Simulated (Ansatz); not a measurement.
# Molecular dynamics of Si$_{17}$O$_{32}$

The input (input.yaml):

```yaml
crystal:
  lattice:
    - [-9.016277, 0.0, 0.0]
    - [0.0, -10.25462, 0.0]
    - [0.0, 0.0, 8.992699]
  atoms:
    - { symbol: Si, position: [0.32447963, 0.6297424, 0.91021741] }
    - { symbol: Si, position: [0.1747587, 0.63325542, 0.58813882] }
    - { symbol: Si, position: [0.32435707, 0.36372022, 0.09041973] }
    - { symbol: Si, position: [0.17582238, 0.3676248, 0.41311817] }
    - { symbol: Si, position: [0.6740259, 0.62931066, 0.90909714] }
    - { symbol: Si, position: [0.67473483, 0.36327542, 0.0892753] }
    - { symbol: Si, position: [0.82337897, 0.63298399, 0.58690063] }
    - { symbol: Si, position: [0.8238746, 0.36724511, 0.41198877] }
    - { symbol: O, position: [0.70295692, 0.49729809, 0.00066134] }
    - { symbol: O, position: [0.74035217, 0.37206132, 0.25467515] }
    - { symbol: O, position: [0.78883642, 0.49720868, 0.50519849] }
    - { symbol: O, position: [-4.899e-05, 0.35224718, 0.38581825] }
    - { symbol: O, position: [0.26025181, 0.37364933, 0.25633154] }
    - { symbol: O, position: [0.75975234, 0.6228513, 0.75350805] }
    - { symbol: O, position: [0.29576144, 0.497321, 0.00109124] }
    - { symbol: O, position: [0.23736438, 0.62449357, 0.75529927] }
    - { symbol: O, position: [0.2437062, 0.24503634, 0.00634166] }
    - { symbol: O, position: [-0.00028873, 0.16708342, 0.87327162] }
    - { symbol: O, position: [-0.00098525, 0.6598835, 0.59584073] }
    - { symbol: O, position: [-0.00047031, 0.81344784, 0.11069626] }
    - { symbol: O, position: [0.21000354, 0.4969548, 0.50782861] }
    - { symbol: O, position: [0.26653848, 0.75499372, 0.00204739] }
    - { symbol: O, position: [0.2348825, 0.24440827, 0.50665711] }
    - { symbol: O, position: [0.25544664, 0.75174766, 0.50437813] }
    - { symbol: Si, position: [0.82922076, 0.13079102, 0.90810521] }
    - { symbol: Si, position: [0.67153573, 0.13472572, 0.59205812] }
    - { symbol: Si, position: [0.82263672, 0.86198096, 0.09155047] }
    - { symbol: Si, position: [0.67022293, 0.86723948, 0.40875582] }
    - { symbol: Si, position: [0.17011694, 0.13130772, 0.90915225] }
    - { symbol: Si, position: [0.17633322, 0.86252419, 0.09263984] }
    - { symbol: Si, position: [0.32816639, 0.13502074, 0.59304302] }
    - { symbol: Si, position: [0.3279404, 0.86743434, 0.40988269] }
    - { symbol: O, position: [0.17269803, -0.00381666, 0.00099184] }
    - { symbol: O, position: [0.24163991, 0.8901784, 0.25477778] }
    - { symbol: O, position: [0.31766731, -8.368e-05, 0.50374204] }
    - { symbol: O, position: [0.49894608, 0.83382556, 0.37422536] }
    - { symbol: O, position: [0.75581249, 0.88907342, 0.2531624] }
    - { symbol: O, position: [0.26054406, 0.11372659, 0.7567891] }
    - { symbol: O, position: [0.82678648, -0.0038562, 0.00079673] }
    - { symbol: O, position: [0.73997859, 0.11203826, 0.75521466] }
    - { symbol: O, position: [0.73336719, 0.75491919, -0.00067167] }
    - { symbol: O, position: [0.49918687, 0.64846979, 0.88074406] }
    - { symbol: O, position: [0.49993647, 0.17832228, 0.60650913] }
    - { symbol: O, position: [0.49952433, 0.33438371, 0.09820037] }
    - { symbol: O, position: [0.68126692, 0.00025423, 0.50150394] }
    - { symbol: O, position: [0.75421137, 0.24481364, 0.00371798] }
    - { symbol: O, position: [0.74297439, 0.75189334, 0.50363167] }
    - { symbol: O, position: [0.76474959, 0.24452827, 0.5062918] }
    - { symbol: Si, position: [0.99898319, 0.64227044, 0.22092288] }
basis:
  ecutwfc: 420.0
kpoints:
  mp_grid: { grid: [1, 1, 1] }
hamiltonian:
  xc: lda
  pseudopotentials: { kind: paw, azcp: { folder: soft_1 } }
scf:
  occupations: { method: fermi_dirac, width: 0.02 }
  lower_state_search: "off"
md:
  timestep: 1
  n_steps: 130
  ensemble: nve
  temperature: 2400.0
  initial_velocities: maxwell_boltzmann
  seed: 954993
```

Command:

```bash
$ ansatz run input.yaml --threads 2 --pin off --max-ram 5120MiB --backend cpu --events-out ev --progress --plain --runs-dir out
```

It starts from a relaxed structure.

Output, in part (step lines):

```
md step     0: t =     0.00 fs  T =  2400.0 K  F+E_penalty+E_count = -28166.15646694 eV  E_kin = 14.890752 eV  conserved = -28151.26571506 eV  (32 SCF iters)
md step     1: t =     1.00 fs  T =  2361.5 K  F+E_penalty+E_count = -28165.91576158 eV  E_kin = 14.651691 eV  conserved = -28151.26407070 eV  (27 SCF iters)
md step     2: t =     2.00 fs  T =  2251.4 K  F+E_penalty+E_count = -28165.22661889 eV  E_kin = 13.968479 eV  conserved = -28151.25813993 eV  (27 SCF iters)
md step     3: t =     3.00 fs  T =  2085.3 K  F+E_penalty+E_count = -28164.18667537 eV  E_kin = 12.938158 eV  conserved = -28151.24851769 eV  (27 SCF iters)
md step     4: t =     4.00 fs  T =  1888.1 K  F+E_penalty+E_count = -28162.95121629 eV  E_kin = 11.714513 eV  conserved = -28151.23670372 eV  (26 SCF iters)
md step     5: t =     5.00 fs  T =  1689.6 K  F+E_penalty+E_count = -28161.70832637 eV  E_kin = 10.483196 eV  conserved = -28151.22512989 eV  (9 SCF iters)
md step     6: t =     6.00 fs  T =  1518.9 K  F+E_penalty+E_count = -28160.64046358 eV  E_kin = 9.423826 eV  conserved = -28151.21663712 eV  (10 SCF iters)
md step     7: t =     7.00 fs  T =  1397.0 K  F+E_penalty+E_count = -28159.88080506 eV  E_kin = 8.667368 eV  conserved = -28151.21343729 eV  (12 SCF iters)
[... lines left out ...]
```

The steps, from the saved trajectory:

| time (fs) | T (K) | potential energy less start (eV) | conserved less start (meV/atom) |
| --- | --- | --- | --- |
| 0 | 2400 | 0.000 | 0.00 |
| 4 | 1888 | 3.205 | 0.59 |
| 8 | 1332 | 6.677 | 1.01 |
| 12 | 1384 | 6.322 | 0.41 |
| 16 | 1210 | 7.409 | 0.59 |
| 20 | 965 | 8.940 | 0.80 |
| 24 | 984 | 8.817 | 0.60 |
| 28 | 968 | 8.916 | 0.62 |
| 32 | 889 | 9.411 | 0.77 |
| 36 | 975 | 8.877 | 0.74 |
| 40 | 1200 | 7.475 | 0.65 |
| 44 | 1402 | 6.216 | 0.55 |
| 48 | 1398 | 6.244 | 0.52 |
| 52 | 1182 | 7.596 | 0.73 |
| 56 | 1092 | 8.152 | 0.72 |
| 60 | 1146 | 7.811 | 0.62 |
| 64 | 1187 | 7.560 | 0.68 |
| 68 | 1273 | 7.025 | 0.65 |
| 72 | 1358 | 6.490 | 0.58 |
| 76 | 1326 | 6.694 | 0.64 |
| 80 | 1290 | 6.924 | 0.74 |
| 84 | 1419 | 6.120 | 0.67 |
| 88 | 1595 | 5.021 | 0.52 |
| 92 | 1553 | 5.281 | 0.52 |
| 96 | 1322 | 6.724 | 0.74 |
| 100 | 1250 | 7.174 | 0.72 |
| 104 | 1313 | 6.770 | 0.58 |
| 108 | 1317 | 6.752 | 0.73 |
| 112 | 1426 | 6.074 | 0.61 |
| 116 | 1473 | 5.778 | 0.54 |
| 120 | 1360 | 6.484 | 0.67 |
| 124 | 1266 | 7.067 | 0.68 |
| 128 | 1237 | 7.251 | 0.70 |

All steps were run. The conserved energy stayed within 1.1 meV per atom of its start (net change 0.66 meV per atom), so the integration is sound. Over the second half the temperature averaged 0.57 of the 2400 K drawn at the start: a run that starts near a minimum puts about half its kinetic energy into the potential. A run of 0.13 ps of so small a system gives no equilibrium averages. Limits of this set-up: coarse k mesh, PAW files made for another functional, a small cell, in which the defect meets its images.

Mean squared displacements from the first frame to the last, about the centre of mass: Si 0.19 Å², O 0.34 Å².

Last frame:

```xyz
49
Lattice="-9.0163 0.0000 0.0000 0.0000 -10.2546 0.0000 0.0000 0.0000 8.9927" Properties=species:S:1:pos:R:3
Si -2.952 -6.566 7.873
Si -1.324 -6.375 5.159
Si -2.808 -4.075 0.773
Si -1.668 -3.666 3.679
Si -6.106 -6.344 8.088
Si -6.115 -3.716 0.853
Si -7.410 -6.111 5.351
Si -7.489 -3.552 3.748
O -6.678 -5.228 0.186
O -6.585 -3.608 2.384
O -7.284 -4.967 4.347
O -0.028 -3.184 3.660
O -2.486 -4.091 2.373
O -6.397 -5.921 6.557
O -2.399 -5.310 -0.130
O -2.329 -6.739 6.343
O -1.751 -2.882 -0.013
O -0.013 -1.273 7.930
O 0.108 -6.291 5.741
O -0.758 -8.704 0.972
O -1.843 -5.027 4.501
O -2.966 -8.012 -0.398
O -2.299 -2.478 4.555
O -1.580 -7.589 3.921
Si -7.478 -1.164 8.284
Si -6.033 -1.301 5.400
Si -6.814 -8.902 0.915
Si -5.916 -8.788 3.891
Si -1.569 -1.393 8.263
Si -2.409 -9.101 0.741
Si -2.999 -1.298 5.389
Si -2.925 -8.709 3.860
O -2.262 -0.397 0.257
O -3.068 -9.427 2.284
O -2.733 0.428 5.056
O -4.507 -8.133 4.250
O -5.885 -8.901 2.269
O -2.349 -1.474 6.842
O -6.841 -0.044 0.186
O -6.878 -1.465 6.784
O -6.393 -7.797 -0.526
O -4.399 -6.064 7.831
O -4.534 -1.519 5.324
O -4.499 -3.844 0.565
O -6.176 0.077 4.733
O -7.104 -2.545 0.225
O -7.008 -7.634 4.348
O -6.787 -2.511 4.694
Si -8.686 -7.675 1.718
```

Time of the run: 9.9 min on 2 threads of Arm Neoverse V1, with other jobs on the host, peak memory 0.72 GiB.
